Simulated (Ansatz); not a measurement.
# AlN (P6_3mc) in Ansatz: a series of runs

One crystal, AlN, is run at these levels: PBE; tasks: single point.

All numbers are computed with Ansatz 0.2.0; they aren't measurements. Logs are shortened: lines on timing, memory, paths and dates and some standing lists are left out, and cuts for length are marked.

**What was measured.**

From “Self-assembly of well-separated AlN nanowires directly on sputtered metallic TiN films”, 2019, arxiv:1910.07391, for a bulk crystal of AlN at 10 K: band gap 6.034 eV (an exciton energy, a little under the gap).

“Structural and optical properties of self-assembled AlN nanowires grown on SiO2/Si substrates by molecular beam epitaxy”, 2024, arxiv:2402.00216 quotes, for a bulk crystal of AlN at 0 K: band gap 6.0343 eV (an exciton energy, a little under the gap).

The results are compared with them further down.

## 1. The structure

The structure is hexagonal, space group P6_3mc (No. 186). Conventional cell: a = 3.113 Å, b = 3.113 Å, c = 4.981 Å, α = 90.00°, β = 90.00°, γ = 120.00°. Al (site symmetry 3m) has 4 N at 1.89 Å as nearest neighbours. Around N (site symmetry 3m) lie 4 Al at 1.89 Å.

## 2. Single point, PBE

Input file input.yaml:

```yaml
crystal:
  lattice:
    - [3.113, 0.0, 0.0]
    - [-1.5565, 2.695937082, 0.0]
    - [0.0, 0.0, 4.981]
  atoms:
    - { symbol: Al, position: [0.6666666667, 0.3333333333, 0.5] }
    - { symbol: Al, position: [0.3333333333, 0.6666666667, 0.0] }
    - { symbol: "N", position: [0.6666666667, 0.3333333333, 0.88] }
    - { symbol: "N", position: [0.3333333333, 0.6666666667, 0.38] }
hamiltonian:
  xc: pbe
  pseudopotentials: { kind: paw }
kpoints:
  mp_grid: { grid: [10, 10, 6] }
scf:
  occupations: { method: gaussian, width: 0.013 }
output:
  forces: true
  stress: true
  eigenvalues: true
```

Potentials or basis: Ansatz PAW.

Started as:

```console
ansatz run input.yaml --threads 2 --pin off --max-ram 5632MiB --backend cpu --events-out ev --progress --plain --runs-dir out
```

The program printed:

```text
Warning: RAYON_NUM_THREADS=2 ignored (pool sized by the plan → 2); use --threads N
Engine: ansatz 0.2.0, x86_64-unknown-linux-gnu
Pseudopotentials: kind: paw
Pseudopotential: Al, paw, valence charge 3, recommended cutoff 420 eV (normal), Al.paw.azcp
Pseudopotential: N, paw, valence charge 5, recommended cutoff 420 eV (normal), N.paw.azcp
Functional definition: PBE
  parameter kappa = 0.804
  parameter beta = 0.06672455060314922
  exchange = pbe_x(kappa = kappa, mu = beta*pi^2/3)
  correlation = pbe_c(beta = beta)
Crystal: 4 atoms, lattice volume = 41.803 Å³
Basis set: ecut = 420 eV, 809 PW (Γ), exchange–correlation on 48×48×72 points (8 copies of the dense FFT grid, shifted against one another)
Bands: 12, of which v1, the nominal top of the filled ones, is band 8 counted from 1 (7 counted from 0)
Symmetry: 12 space group operations
Space group: P63mc (ITA 186), of the structure as read, at distance tolerance 3.5e-5 Å
k-points: 56 of 600 (time reversal used)
Non-local potential: Al, projectors of the file, l = 0: 2, l = 1: 2, l = 2: 1
Non-local potential: N, projectors of the file, l = 0: 2, l = 1: 2, l = 2: 1
PAW form: soft (Blöchl's): semilocal exchange-correlation on the pseudo side does not see the compensation charge
PAW one-centre angular grid: Al, 110 points (default); XC on 64 Gauss nodes
PAW one-centre angular grid: N, 110 points (default); XC on 64 Gauss nodes
Initial density: superposition of atomic densities (neutral atoms: chi_scale 0, normalization atom), corrected by the library's trained network
Initial wavefunctions: pseudopotential atomic-orbital guess
Functional: x = pbe(κ = 0.804, μ = 0.2195149727645171), c = pbe(β = 0.06672455060314922)
SCF iter   1: F=—  HF=-1848.497638 eV  |F-HF|=—  |Δ(HF+E_count)|=         —  Δρ=8.37e-4  dr2=1.47e-4  ethr=1.77e-3  ⟨swp⟩=6.3  Hψ=4599  notcnv=0
preconditioner: auto → none  [insulator: Δε(μ)=4.209 eV  Ē_g=13.125 eV  σ=0.013 eV  W_gap=1.00  n_scr=2 (ndim 8)  ℏωp=23.0 eV  f_vac=0.000  D(μ)=0.00/eV (n_scr^D=0)  ε∞_Penn≈4.1]
SCF iter   2: F=—  HF=-1848.497930 eV  |F-HF|=—  |Δ(HF+E_count)|=   2.92e-4  Δρ=3.97e-4  dr2=1.98e-5  ethr=9.16e-7  ⟨swp⟩=2.3  Hψ=1654  notcnv=0
SCF iter   3: F=—  HF=-1848.497787 eV  |F-HF|=—  |Δ(HF+E_count)|=   1.43e-4  Δρ=7.75e-5  dr2=1.00e-6  ethr=1.24e-7  ⟨swp⟩=2.4  Hψ=1102  notcnv=0
iter 4 did not close the SCF: its close was put off for the readings that it lacked (scf_convergence_deferred on its scf_iter line)
SCF iter   4: F=-1848.497790 eV  HF=-1848.497790 eV  |F-HF|=1.20e-8  |Δ(HF+E_count)|=   3.01e-6  Δρ=8.63e-6  dr2=1.34e-8  ethr=6.27e-9  ⟨swp⟩=2.0  Hψ=1109  notcnv=0
iter 5 did not close the SCF: its close was put off for the readings that it lacked (scf_convergence_deferred on its scf_iter line)
SCF iter   5: F=-1848.497790 eV  HF=-1848.497790 eV  |F-HF|=3.71e-10  |Δ(HF+E_count)|=   1.41e-8  Δρ=1.87e-6  dr2=6.23e-10  ethr=8.36e-11  ⟨swp⟩=2.3  Hψ=1084  notcnv=0
SCF iter   6: F=-1848.497790 eV  HF=-1848.497790 eV  |F-HF|=7.28e-12  |Δ(HF+E_count)|=  1.71e-10  Δρ=2.54e-7  dr2=9.76e-12  ethr=3.89e-12  ⟨swp⟩=1.0  Hψ=1928  notcnv=0
SCF 1 converged in 6 iterations: F = -1848.497790 eV  dr2 = 9.76e-12
SCF converged after 6 iterations
Free energy (F): -1848.497790 eV
Harris-Foulkes:  -1848.497790 eV  (|F-HF|=7.28e-12)
Internal energy: -1848.497790 eV  (E = F + TS)
E sigma→0 (E₀):  -1848.497790 eV
Fermi energy:    9.225935 eV
--- Per-component energies (eV) ---
  E_band       = 30.374957
  E_kinetic    = 318.953833
  E_local      = -448.269811  (includes V_loc(G=0)·N_el)
  E_nonlocal   = 110.843854
  E_hartree    = 155.685265
  E_xc         = -203.726106
  E_vxc        = -215.995485  (∫ρ·V_xc dr)
  E_paw        = -1190.321749  (= ΣΔE_a)
  E_vpaw       = -46.528143  (= ΣTr[D̂ρ^β])
  E_aug_tail   = 0.000194  (compensation charges beyond the density's cutoff)
  E_ewald      = -591.663270
  E_smearing   = -0.000000  (= −TS)
  E_closure    = 0.000000  (closes the sum)
  Σ components = -1848.497790   (vs F -1848.497790, Δ=0.00e0)
--- Forces (eV/Å), atoms counted from 1 ---
  atom   1  Al     0.00000000     0.00000000    -0.12926154
  atom   2  Al     0.00000000    -0.00000000    -0.12926154
  atom   3  N      0.00000000    -0.00000000     0.12924019
  atom   4  N     -0.00000000     0.00000000     0.12924019
  max |Σ_I F_I| component: 4.27e-5 eV/Å
--- Stress (GPa, compression-positive) ---
        3.194245      -0.000000      -0.000000
       -0.000000       3.194245       0.000000
       -0.000000       0.000000       4.776995
  P = ⅓ Tr σ = 3.7218 GPa (37.218 kbar)
--- Band table (eV; the first three rows and the last of 56) ---
  k-point 0: bands = ["-8.0267", "-5.8835", "1.1562", "6.2905", "6.2905", "6.9399", "6.9399", "7.1196", "11.3323", "13.7884", "17.7301", "18.2932"]
  k-point 1: bands = ["-7.9204", "-6.0902", "1.5255", "6.3320", "6.3320", "6.5210", "6.8938", "6.8938", "11.8238", "13.8548", "17.5576", "18.2601"]
  k-point 2: bands = ["-7.6125", "-6.5824", "2.4942", "5.2378", "6.4457", "6.4457", "6.7702", "6.7702", "12.7746", "13.9124", "17.2871", "18.3045"]
  k-point 55: bands = ["-5.5270", "-5.5270", "2.2300", "2.2300", "3.5113", "3.5113", "6.3141", "6.3141", "14.2166", "14.2166", "15.3909", "15.3909"]
```

Wall time 3.6 s (2 threads of Intel Xeon at 2.50GHz (Skylake/Cascade Lake), shared host); peak memory 0.34 GiB.

Results:

| Property | Result |
| --- | --- |
| Free energy | -1848.4978 eV |
| Pressure | 3.7 GPa |
| Largest force | 0.129 eV/Å |
| Band gap on the k mesh | 4.21 eV, direct |

Forces in eV/Å, atoms in the order of the input:
```
Al   0.000  0.000 -0.129
Al   0.000  0.000 -0.129
N    0.000  0.000  0.129
N    0.000  0.000  0.129
```

Stress tensor (GPa, compression positive):
```
3.19 0.00 0.00
0.00 3.19 0.00
0.00 0.00 4.78
```

Levels at points of the mesh, in eV from the valence-band top:
| k point | band 6 | band 7 | band 8 | band 9 | band 10 | band 11 |
| --- | --- | --- | --- | --- | --- | --- |
| (0.00, 0.00, 0.00) | -0.18 | -0.18 | 0.00 | 4.21 | 6.67 | 10.61 |
| (0.00, 0.00, -0.50) | -0.51 | -0.51 | -0.51 | 6.47 | 6.47 | 10.35 |
| (0.00, -0.50, 0.00) | -2.05 | -1.76 | -0.66 | 5.82 | 5.84 | 8.20 |
| (0.00, -0.50, -0.50) | -1.43 | -1.35 | -1.35 | 5.33 | 5.33 | 9.30 |

Caveat: the pressure holds a Pulay correction of +0.5 GPa for the finite cutoff.

## 3. Single point, PBE

input.yaml, as its differences from that of step 2:

```diff
@@ -16,3 +16,3 @@
 scf:
-  occupations: { method: gaussian, width: 0.013 }
+  occupations: { method: gaussian, width: 0.014 }
 output:
```

Potentials or basis: Ansatz PAW.

Started as:

```console
ansatz run input.yaml --threads 2 --pin off --max-ram 5632MiB --backend cpu --events-out ev --progress --plain --runs-dir out
```

Run time: 3.4 s. Hardware: 2 threads of Intel Xeon at 2.50GHz (Skylake/Cascade Lake), shared host; peak memory 0.34 GiB.

It converged, with:

```
Free energy            : -1848.4978 eV
Pressure               : 3.7 GPa
Largest force          : 0.129 eV/Å
Band gap on the k mesh : 4.21 eV, direct
```

Forces in eV/Å, atoms in the order of the input:
```
Al   0.000  0.000 -0.129
Al   0.000  0.000 -0.129
N    0.000  0.000  0.129
N    0.000  0.000  0.129
```

Stress tensor (GPa, compression positive):
```
3.19 0.00 0.00
0.00 3.19 0.00
0.00 0.00 4.78
```

Levels at points of the mesh, in eV from the valence-band top:
| k point | band 5 | band 6 | band 7 | band 8 | band 9 | band 10 | band 11 | band 12 |
| --- | --- | --- | --- | --- | --- | --- | --- | --- |
| (0.00, 0.00, 0.00) | -0.83 | -0.18 | -0.18 | 0.00 | 4.21 | 6.67 | 10.61 | 11.17 |
| (0.00, 0.00, -0.50) | -0.51 | -0.51 | -0.51 | -0.51 | 6.47 | 6.47 | 10.35 | 10.35 |
| (0.00, -0.50, 0.00) | -3.32 | -2.05 | -1.76 | -0.66 | 5.82 | 5.84 | 8.20 | 10.29 |
| (0.00, -0.50, -0.50) | -1.43 | -1.43 | -1.35 | -1.35 | 5.33 | 5.33 | 9.30 | 9.30 |

Caveat: the pressure holds a Pulay correction of +0.5 GPa for the finite cutoff.

## 4. Single point, PBE

input.yaml, as its differences from that of step 3:

```diff
@@ -16,3 +16,3 @@
 scf:
-  occupations: { method: gaussian, width: 0.014 }
+  occupations: { method: gaussian, width: 0.015 }
 output:
@@ -21 +21,5 @@
   eigenvalues: true
+  write_density: true
+  write_potential: true
+  elf: true
+  volumetric_format: npy
```

Started as:

```console
ansatz run input.yaml --threads 2 --pin off --max-ram 5632MiB --backend cpu --events-out ev --progress --plain --runs-dir out
```

Run time: 4.2 s. Hardware: 2 threads of Intel Xeon at 2.50GHz (Skylake/Cascade Lake), shared host; peak memory 0.35 GiB.

It converged, with:

| Property | Result |
| --- | --- |
| Free energy | -1848.4978 eV |
| Pressure | 3.7 GPa |
| Largest force | 0.129 eV/Å |
| Band gap on the k mesh | 4.21 eV, direct |

Forces on the atoms (eV/Å):
```
Al   0.000  0.000 -0.129
Al   0.000  0.000 -0.129
N    0.000  0.000  0.129
N    0.000  0.000  0.129
```

Stress tensor (GPa, compression positive):
```
3.19 0.00 0.00
0.00 3.19 0.00
0.00 0.00 4.78
```

Levels at points of the mesh, in eV from the valence-band top:
| k point | band 6 | band 7 | band 8 | band 9 | band 10 | band 11 |
| --- | --- | --- | --- | --- | --- | --- |
| (0.00, 0.00, 0.00) | -0.18 | -0.18 | 0.00 | 4.21 | 6.67 | 10.61 |
| (0.00, 0.00, -0.50) | -0.51 | -0.51 | -0.51 | 6.47 | 6.47 | 10.35 |
| (0.00, -0.50, 0.00) | -2.05 | -1.76 | -0.66 | 5.82 | 5.84 | 8.20 |
| (0.00, -0.50, -0.50) | -1.43 | -1.35 | -1.35 | 5.33 | 5.33 | 9.30 |

Caveat: the pressure holds a Pulay correction of +0.5 GPa for the finite cutoff.

(Continued in part 2 of 2.)
